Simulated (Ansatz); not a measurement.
The system is Bi2Te2Se.

```
Bi Te Se
1.0
     2.16097    1.24764   10.58557
    -2.16097    1.24764   10.58557
     0.00000   -2.49527   10.58557
Bi Te Se
2 2 1
Direct
  0.39172 0.39172 0.39172
  0.60828 0.60828 0.60828
  0.78040 0.78040 0.78040
  0.21960 0.21960 0.21960
  0.00000 0.00000 0.00000
```

The cell is a database's computed one.

```yaml
Program: Ansatz 0.2.0
Task: relaxation of cell and atoms
Functional: BLYP
Dispersion: D4
Potentials_or_basis: Ansatz PAW
Cutoff: "420 eV (not typed: the program's choice for these potentials)"
k_mesh: 7 × 7 × 7
Occupations: fermi-dirac, width 0.05 eV
Spin: no spin polarisation
```

At the start: volume 34.25 Å³/atom.

**Question.** Where does the relaxation end?

**Answer.** It ends after 5 steps and the volume is 32.61 Å³/atom (-4.8 %); space group R-3m (No. 166, to 0.05 Å).

The path:
```
step  energy change (eV)  largest force (eV/Å)  volume (Å³)
   1              0.0000                0.3258       171.24
   2             -0.0582                0.1958       165.59
   3             -0.0846                0.1033       163.46
   4             -0.0897                0.0084       163.04
   5             -0.0882                0.0084       163.04
```

Final structure:
```xyz
5
Lattice="2.1728 1.2545 9.9693 -2.1728 1.2545 9.9693 0.0000 -2.5089 9.9693" Properties=species:S:1:pos:R:3 pbc="T T T"
Bi    0.0000    0.0000   11.8145
Bi    0.0000    0.0000   18.0934
Te    0.0000    0.0000   23.5510
Te    0.0000    0.0000    6.3569
Se    0.0000    0.0000    0.0000
```

Caveat: the plane-wave basis is chosen anew once the cell has moved, so the energies of steps on either side of that aren't comparable; the PAW data sets come from PBE, with cores solved anew for the run's functional, which leaves a small shift of forces and pressure.
